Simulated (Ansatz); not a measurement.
# How much does W in Au(111), 2x2 scatter?

Wanted: the reflection from a plane of defects, W in Au(111), 2x2, and the resistivity it implies.

Main program and level: Ansatz 0.2.0; Ansatz plane-wave DFT, PBE, PAW files; ballistic transport by layer matching (Landauer), zero bias; PAW set soft_1, in the first sound run; inputs show where later runs differ.

## Step 1: The structure

The cell holds 44 atoms: 43 Au and 1 W. Cell: a = 5.768 Å, b = 5.768 Å, c = 25.954 Å, α = 86.8°, β = 93.2°, γ = 120.0°. It derives from Au. Regions: lead, 24 atoms (24 Au); scattering region, 20 atoms (19 Au and 1 W). The structure is stacked along c, and the current runs across the ab planes.

## Step 2: Transmission at ideal sites

The defect sits in one plane of the supercell, all atoms on ideal sites; the layers about the cell's end are the lead. The mesh across the current, 12×12, is finer than the density's, because channels open and close sharply across the zone. Energies from -0.1 to 0.1 eV in steps of 0.05 eV are too few for the program's thermal sum, so it prints no conductance; for a metal the transmission near the Fermi level serves, at a fraction of the cost.

The input, input.yaml:

```yaml
crystal:
  lattice:
    - [5.7675164607, 0.0, 0.0]
    - [-2.8837582304, 4.9948157718, 0.0]
    - [-1.4418791152, 0.8324692953, 25.9003660885]
  atoms:
    - { symbol: Au, position: [0.0075757576, 0.9924242424, 0.0454545455] }
    - { symbol: Au, position: [0.0075757576, 0.4924242424, 0.0454545455] }
    - { symbol: Au, position: [0.5075757576, 0.9924242424, 0.0454545455] }
    - { symbol: Au, position: [0.5075757576, 0.4924242424, 0.0454545455] }
    - { symbol: Au, position: [0.1893939394, 0.3106060606, 0.1363636364] }
    - { symbol: Au, position: [0.1893939394, 0.8106060606, 0.1363636364] }
    - { symbol: Au, position: [0.6893939394, 0.3106060606, 0.1363636364] }
    - { symbol: Au, position: [0.6893939394, 0.8106060606, 0.1363636364] }
    - { symbol: Au, position: [0.3712121212, 0.1287878788, 0.2272727273] }
    - { symbol: Au, position: [0.3712121212, 0.6287878788, 0.2272727273] }
    - { symbol: Au, position: [0.8712121212, 0.1287878788, 0.2272727273] }
    - { symbol: Au, position: [0.8712121212, 0.6287878788, 0.2272727273] }
    - { symbol: Au, position: [0.053030303, 0.946969697, 0.3181818182] }
    - { symbol: Au, position: [0.053030303, 0.446969697, 0.3181818182] }
    - { symbol: Au, position: [0.553030303, 0.946969697, 0.3181818182] }
    - { symbol: Au, position: [0.553030303, 0.446969697, 0.3181818182] }
    - { symbol: Au, position: [0.2348484848, 0.2651515152, 0.4090909091] }
    - { symbol: Au, position: [0.2348484848, 0.7651515152, 0.4090909091] }
    - { symbol: Au, position: [0.7348484848, 0.2651515152, 0.4090909091] }
    - { symbol: Au, position: [0.7348484848, 0.7651515152, 0.4090909091] }
    - { symbol: W, position: [0.4166666667, 0.0833333333, 0.5] }
    - { symbol: Au, position: [0.4166666667, 0.5833333333, 0.5] }
    - { symbol: Au, position: [0.9166666667, 0.0833333333, 0.5] }
    - { symbol: Au, position: [0.9166666667, 0.5833333333, 0.5] }
    - { symbol: Au, position: [0.0984848485, 0.9015151515, 0.5909090909] }
    - { symbol: Au, position: [0.0984848485, 0.4015151515, 0.5909090909] }
    - { symbol: Au, position: [0.5984848485, 0.9015151515, 0.5909090909] }
    - { symbol: Au, position: [0.5984848485, 0.4015151515, 0.5909090909] }
    - { symbol: Au, position: [0.2803030303, 0.2196969697, 0.6818181818] }
    - { symbol: Au, position: [0.2803030303, 0.7196969697, 0.6818181818] }
    - { symbol: Au, position: [0.7803030303, 0.2196969697, 0.6818181818] }
    - { symbol: Au, position: [0.7803030303, 0.7196969697, 0.6818181818] }
    - { symbol: Au, position: [0.4621212121, 0.0378787879, 0.7727272727] }
    - { symbol: Au, position: [0.4621212121, 0.5378787879, 0.7727272727] }
    - { symbol: Au, position: [0.9621212121, 0.0378787879, 0.7727272727] }
    - { symbol: Au, position: [0.9621212121, 0.5378787879, 0.7727272727] }
    - { symbol: Au, position: [0.1439393939, 0.8560606061, 0.8636363636] }
    - { symbol: Au, position: [0.1439393939, 0.3560606061, 0.8636363636] }
    - { symbol: Au, position: [0.6439393939, 0.8560606061, 0.8636363636] }
    - { symbol: Au, position: [0.6439393939, 0.3560606061, 0.8636363636] }
    - { symbol: Au, position: [0.3257575758, 0.1742424242, 0.9545454545] }
    - { symbol: Au, position: [0.3257575758, 0.6742424242, 0.9545454545] }
    - { symbol: Au, position: [0.8257575758, 0.1742424242, 0.9545454545] }
    - { symbol: Au, position: [0.8257575758, 0.6742424242, 0.9545454545] }
kpoints:
  mp_grid: { grid: [5, 5, 1] }
hamiltonian:
  xc: pbe
  pseudopotentials: { kind: paw, azcp: { folder: soft_1 } }
scf:
  occupations: { method: fermi_dirac, width: 0.1 }
output:
  transmission: { leads: [[0, 4]], kmesh: [12, 12], e_range: [-0.1, 0.1], de: 0.05 }
  write_potential: true
  write_density: true
  volumetric_format: npy
  elf: true
```

Started as:

```
ansatz run input.yaml --threads 4 --pin off --max-ram 15360MiB --backend cpu --events-out ev --progress --plain --runs-dir out
```

Numbers of over 12 decimals in the logs are rounded to 6 here.

What it wrote:

```text
Engine: ansatz 0.2.0, aarch64-unknown-linux-gnu
Pseudopotentials: kind: paw
Pseudopotential: Au, paw, valence charge 19, recommended cutoff 420 eV (normal), soft_1/Au.paw.azcp
Pseudopotential: W, paw, valence charge 14, recommended cutoff 420 eV (normal), soft_1/W.paw.azcp
Functional definition: PBE
  parameter kappa = 0.804
  parameter beta = 0.066725
  exchange = pbe_x(kappa = kappa, mu = beta*pi^2/3)
  correlation = pbe_c(beta = beta)
Crystal: 44 atoms, lattice volume = 746.130 Å³
Basis set: ecut = 420 eV, 14649 PW (Γ)
Bands: 499, of which v1, the nominal top of the filled ones, is band 416 counted from 1 (415 counted from 0)
Symmetry: 4 space group operations
Space group: C2/m (ITA 12), of the structure as read, at distance tolerance 9.1e-5 Å
k-points: 9 of 25
Non-local potential: Au, projectors of the file, l = 0: 3, l = 1: 2, l = 2: 2, l = 3: 1
Non-local potential: W, projectors of the file, l = 0: 3, l = 1: 2, l = 2: 2, l = 3: 1
PAW form: soft (Blöchl's): semilocal exchange-correlation on the pseudo side does not see the compensation charge
PAW one-centre angular grid: Au, 590 points (default); XC on 64 Gauss nodes
PAW one-centre angular grid: W, 590 points (default); XC on 64 Gauss nodes
Initial density: superposition of atomic densities (chi_scale 0.1, normalization cell, long waves kept (reshape's long-wave potential 0.68 eV rms))
Initial wavefunctions: pseudopotential atomic-orbital guess
Functional: x = pbe(κ = 0.804, μ = 0.219515), c = pbe(β = 0.066725)
SCF iter   1: F=—  HF=-575908.885817 eV  |F-HF|=—  |Δ(HF+E_count)|=         —  Δρ=9.24e-2  dr2=6.46e2  ethr=3.10e-3  ⟨swp⟩=4.1  Hψ=13363  notcnv=0  defer=114
preconditioner: auto → Kerker (q_TF=auto, 2.778 Å⁻¹)  [metal: Δε(μ)=0.003 eV  Ē_g=9.897 eV  σ=0.100 eV  W_gap=0.01  n_scr=292 (ndim 8)  ℏωp=29.8 eV  f_vac=0.000  D(μ)=13.96/eV (n_scr^D=80)]
SCF iter   2: F=—  HF=-575893.001843 eV  |F-HF|=—  |Δ(HF+E_count)|=    1.59e1  Δρ=5.06e-2  dr2=3.59e2  ethr=3.10e-3  ⟨swp⟩=3.0  Hψ=7461  notcnv=0  defer=532
SCF iter   3: F=—  HF=-575886.020207 eV  |F-HF|=—  |Δ(HF+E_count)|=    6.98e0  Δρ=2.61e-2  dr2=2.12e1  ethr=3.10e-3  ⟨swp⟩=3.0  Hψ=10380  notcnv=0  defer=517
SCF iter   4: F=—  HF=-575884.812909 eV  |F-HF|=—  |Δ(HF+E_count)|=    1.21e0  Δρ=8.79e-3  dr2=4.14e1  ethr=2.55e-3  ⟨swp⟩=1.9  Hψ=5222  notcnv=0  defer=510
SCF iter   5: F=—  HF=-575884.376016 eV  |F-HF|=—  |Δ(HF+E_count)|=   4.37e-1  Δρ=3.74e-3  dr2=4.52e0  ethr=2.55e-3  ⟨swp⟩=1.2  Hψ=3979  notcnv=0  defer=510
SCF iter   6: F=—  HF=-575884.326389 eV  |F-HF|=—  |Δ(HF+E_count)|=   4.96e-2  Δρ=1.39e-3  dr2=5.96e-1  ethr=5.44e-4  ⟨swp⟩=1.4  Hψ=5174  notcnv=0  defer=515
SCF iter   7: F=—  HF=-575884.317874 eV  |F-HF|=—  |Δ(HF+E_count)|=   8.51e-3  Δρ=3.76e-4  dr2=1.33e-2  ethr=7.17e-5  ⟨swp⟩=1.0  Hψ=3967  notcnv=0  defer=515
SCF iter   8: F=—  HF=-575884.317634 eV  |F-HF|=—  |Δ(HF+E_count)|=   2.40e-4  Δρ=1.41e-4  dr2=8.33e-4  ethr=1.60e-6  ⟨swp⟩=1.0  Hψ=3967  notcnv=0  defer=515
SCF iter   9: F=—  HF=-575884.317651 eV  |F-HF|=—  |Δ(HF+E_count)|=   1.66e-5  Δρ=4.33e-5  dr2=9.44e-5  ethr=1.00e-7  ⟨swp⟩=2.0  Hψ=4171  notcnv=0  defer=515
SCF iter  10: F=—  HF=-575884.318502 eV  |F-HF|=—  |Δ(HF+E_count)|=   8.51e-4  Δρ=1.22e-5  dr2=8.63e-6  ethr=1.14e-8  ⟨swp⟩=1.2  Hψ=4374  notcnv=0  defer=515
SCF iter  11: F=—  HF=-575884.318501 eV  |F-HF|=—  |Δ(HF+E_count)|=   6.39e-7  Δρ=4.09e-6  dr2=8.59e-7  ethr=1.04e-9  ⟨swp⟩=2.0  Hψ=4366  notcnv=0  defer=515
SCF iter  12: F=—  HF=-575884.318501 eV  |F-HF|=—  |Δ(HF+E_count)|=   3.03e-8  Δρ=1.67e-6  dr2=1.74e-7  ethr=1.03e-10  ⟨swp⟩=2.0  Hψ=4199  notcnv=0  defer=515
SCF iter  13: F=-575884.318501 eV  HF=-575884.318501 eV  |F-HF|=5.47e-9  |Δ(HF+E_count)|=   8.03e-9  Δρ=4.38e-7  dr2=6.58e-9  ethr=1.20e-11  ⟨swp⟩=10.0  Hψ=17989  notcnv=0
SCF 1 converged in 13 iterations: F = -575884.318501 eV  dr2 = 6.58e-9
  greatest PAW one-centre occupation: 1.000 electrons in one spin orbital (limit 2), on the Au atom at site 22 (counted from 0), in its partial waves of l = 0
transmission: 163 of 1591 steps passed
transmission: 319 of 1591 steps passed
[...]
transmission: 1591 of 1591 steps passed
SCF converged after 13 iterations
Free energy (F): -575884.318501 eV
Harris-Foulkes:  -575884.318501 eV  (|F-HF|=5.47e-9)
Internal energy: -575883.628619 eV  (E = F + TS)
E sigma→0 (E₀):  -575883.973560 eV
Entropy (-TS):   -0.689881 eV (-15.679 meV/atom)
Fermi energy:    20.736351 eV
--- Per-component energies (eV) ---
  E_band       = -8970.878282
  E_kinetic    = 25287.091495
  E_local      = -73824.929150  (includes V_loc(G=0)·N_el)
  E_nonlocal   = 4185.882047
  E_hartree    = 32029.573279
  E_xc         = -9536.327303
  E_vxc        = -11490.076863  (∫ρ·V_xc dr)
  E_paw        = -427032.502419  (= ΣΔE_a)
  E_vpaw       = -17188.068437  (= ΣTr[D̂ρ^β])
  E_aug_tail   = 0.073504  (compensation charges beyond the density's cutoff)
  E_ewald      = -126992.490072
  E_smearing   = -0.689881  (= −TS)
  E_closure    = -0.000000  (closes the sum)
  Σ components = -575884.318501   (vs F -575884.318501, Δ=0.00e0)
--- Band table (eV; the first three rows and the last of 9) ---
  k-point 0: bands = [... 412 lower, 20.9348, 21.0785, 21.1405, 21.1582, 21.3636, 21.4835, 21.4974, 21.6127, ... 79 higher]
  k-point 1: bands = [... 412 lower, 20.5288, 20.6275, 20.6888, 20.7210, 20.7791, 20.8402, 20.8905, 20.9990, ... 79 higher]
  k-point 2: bands = [... 412 lower, 20.4966, 20.5606, 20.5767, 20.6386, 20.7446, 20.8049, 20.8605, 21.1148, ... 79 higher]
  k-point 8: bands = [... 412 lower, 20.5076, 20.5252, 20.5703, 20.5921, 20.6620, 20.9064, 20.9105, 20.9391, ... 79 higher]
--- Transmission ---
  basis      : 253 plane waves across, 37 finite elements along
  points     : 43, standing for a mesh of 12 x 12
  energies   : 5 from -0.100000 to 0.100000 eV about the Fermi level, 0.050000 eV apart; the leads are filled to 0.000000 eV, and channels, transmission and decay are at 0.000000 eV
  crystal 0  : Au4, at the sites [0, 4], period 2.3546 Å, over 23.55 Å; its Hamiltonian steps by up to 9.7 meV
    offset         : up to 0.0000 Å between an atom of the period and one for which it stands
    channels       : 3.187500e0 a spin
    conductance    : none, the energies end too early or step too widely for 300 K: set another output.transmission.e_range or a lower de, or, where they end at an eighth of basis.ecutwfc, a higher one
  junction   : crystal 0 to crystal 0, 0.70 to 24.24 Å
    transmission   : 1.184890e0 a spin
    conductance    : none, the energies end too early or step too widely for 300 K: set another output.transmission.e_range or a lower de, or, where they end at an eighth of basis.ecutwfc, a higher one
```

Run time: 8.5 min. Hardware: 4 threads of Arm Neoverse V1, shared host; peak memory 6.5 GiB.

Reading the cycles: dr2 is the Hartree energy of the density residual (eV), the measure of convergence; HF is the Harris–Foulkes estimate of the energy, which meets the free energy F at convergence.

This run has no spin polarisation although its electron count is odd.

This step gave:

```
free energy                                    : -575884.3185 eV
energy at zero smearing                        : -575883.9736 eV
Fermi energy                                   : 20.74 eV
cell area                                      : 28.81 Å²
transmission per spin nearest the Fermi level  : 1.185
open channels per spin nearest the Fermi level : 3.188
step of the lead's potential                   : 9.7 meV
```

Per spin. Transmission, zone mean against energy, zero at the Fermi level:

```
energy (eV)  transmission, zone mean
    -0.1000                     1.23
    -0.0500                     1.23
     0.0000                     1.18
     0.0500                     1.11
     0.1000                     1.06
```

Per spin. The open channels, zone mean, lead by energy, zero at the Fermi level:

```
energy (eV)  open channels, zone mean, lead
    -0.1000                            3.19
    -0.0500                            3.19
     0.0000                            3.19
     0.0500                            3.19
     0.1000                            3.15
```

Transmission over k1 and k2. At 0.0000 eV from the Fermi level.

Ten even steps from '0' (0.11) to '9' (2.33):
```
162552614334
429342924303
453744725433
454489844544
122497794221
669787278796
112249779422
444544898445
433452744735
430342924392
143341625526
614441614441
```
Columns: k1 (b1) from -0.5 to 0.417; rows upwards: k2 (b2) from -0.5 to 0.417.

Open channels over k1 and k2. At 0.0000 eV from the Fermi level.

Ten even steps from '_' (3.00) to '@' (4.00):
```
__@@________@@__________
____@@______@@__________
______@@____@@__________
________@@__@@__________
________________________
@@@@@@@@@@______@@@@@@@@
________________________
____________@@__@@______
____________@@____@@____
____________@@______@@__
____________@@________@@
@@__________@@__________
```
Columns: k1 (b1) from -0.5 to 0.417; rows upwards: k2 (b2) from -0.5 to 0.417.

ELF in the ca plane at fractional y = 0.083, with atoms of W and Au within 0.2 Å of it. It is the smooth field of the valence electrons, not physical close to the nuclei.

Ten even steps from '0' (0.12) to '9' (0.73), each cell a mean:
```
11124665311121100011112579852111100000111136
11136886411111000011112579852111110011221125
11136886411111000111112456541112211123442112
11125665211233211122211233321123321134553111
11112332112454311234321233322234431135553111
21001111113555311234322122212223321123432113
21001221113454211222222147521222110012221135
11113454211232100111221586861221100000111136
11135776311111000011221771682221100001111135
11136886411111000011221586851221110012322123
11135775311122100112221257511222221124543111
11124553212344211233322112212234421135554111
11011221113555311234322223321234321124543112
21001111113555311233211233321122221112321124
11012332112343211122111356642111110001111136
```
Columns run along c (16.0 Å, from fractional 0.15 to 0.76 of the cell), rows up along a (5.8 Å). Atoms in or near the plane, at fractional coordinates: W at (0.50, 0.42), Au at (0.50, 0.92).

Valence density in the ca plane at fractional y = 0.083, with atoms of W and Au within 0.2 Å of it. It is the smooth field of the valence electrons, not physical close to the nuclei.

Ten steps, logarithmic in the rise over the least value, from '0' (0 e/Å³) to '9' (13 e/Å³), each cell a mean:
```
11135776421222100011113699973111100000111247
11147998521111000011113699973111110012221136
11147998521111000111112578752112221124543223
11136776312343211233211244421134432236764211
21113443113565321344321122211234432236764211
21001221124676422344321122211234421124543124
21001222113565311233211356532122210012221137
21124665312343100112112578752111100001111247
11136887421111000011112688863111100001111147
11247998521111000011112578752112210013432124
11147887421222100122211356531123321135654212
11124664212454311234321122211234432236764211
21012222123676422344321122211234432135653212
21001111124676421344311234431123321123432135
21012443213454211122212478752111110001111147
```
Columns run along c (16.0 Å, from fractional 0.15 to 0.76 of the cell), rows up along a (5.8 Å). Atoms in or near the plane, at fractional coordinates: W at (0.50, 0.42), Au at (0.50, 0.92).

Electrostatic potential energy in the ca plane at fractional y = 0.083, with atoms of W and Au within 0.2 Å of it. With pseudopotentials it is smooth inside the atoms' cores, unlike the true potential.

Ten even steps from '0' (-26 eV) to '9' (23 eV), each cell a mean:
```
99984113799989999999998300027999999999999961
99961000599999999999998300027999999999889974
99961001599999999999998510158998899986568998
99984114799777899987899876789986689974236999
99998668997434799866799998999975579973236999
89999999997313699866799987789987789986568986
89999889997435799887899742368998899998889972
99997435899778999999998400027999999999999961
99973001699999999999997200017999999999999972
99961000599999999999997300037999999998778986
99972002699888999988998632368988789985347999
99986336898656899877899887899976679973126999
99999889997323699865799998999976689974347998
89999999997323799876899976689988899997779984
99998767998656899988999620148999999999999961
```
Columns run along c (16.0 Å, from fractional 0.15 to 0.76 of the cell; values clipped at the 3rd and 97th percentile), rows up along a (5.8 Å). Atoms in or near the plane, at fractional coordinates: W at (0.50, 0.42), Au at (0.50, 0.92).

Over the solved energies the transmission per spin lies between 1.06 and 1.23, out of 3.18 channels of the lead on average (up to 3.19).

## Step 3: Resistance at ideal sites

This step: Ansatz plane-wave DFT, PBE, PAW files; ballistic transport by layer matching (Landauer), zero bias; area resistance of the defect plane and resistivity an atomic per cent; PAW set soft_1 (Ansatz 0.2.0).

This step gave:

```
area resistance                                                                                 : 1.995 fΩ m²
T over the leads' mean channel count                                                            : 0.3689
resistivity per at.% scaled from this dense plane, with the factor 3/4 for isotropic scattering : 25.42 µΩ cm
```

Averaged over the energies near the Fermi level, 36.9 % of the channels pass, which makes 2.00 fΩ m².

By hand, with T and the leads' channels N averaged over the energies near the Fermi level: RA = A (h/2e²)(1/T − 1/N) = 28.81×10⁻²⁰ m² × 12 906 Ω × (1/1.176 − 1/3.188) = 2.00 fΩ m². Per atomic per cent: RA × A / V_atom × 0.01 × 3/4 = 25.4 µΩ cm, with the host's V_atom = 16.96 Å³.

(Part 1 of 3 ends here.)

[Logs are printed without paths, hosts, clocks, repeated set-up lines and the standing remarks that a program may print on its own settings, such as how far it seeks lower states.]

[Hosts, paths, dates, database ids (printed as entryN), source tags and the programs' standing remarks are cut or masked in the printed files.]
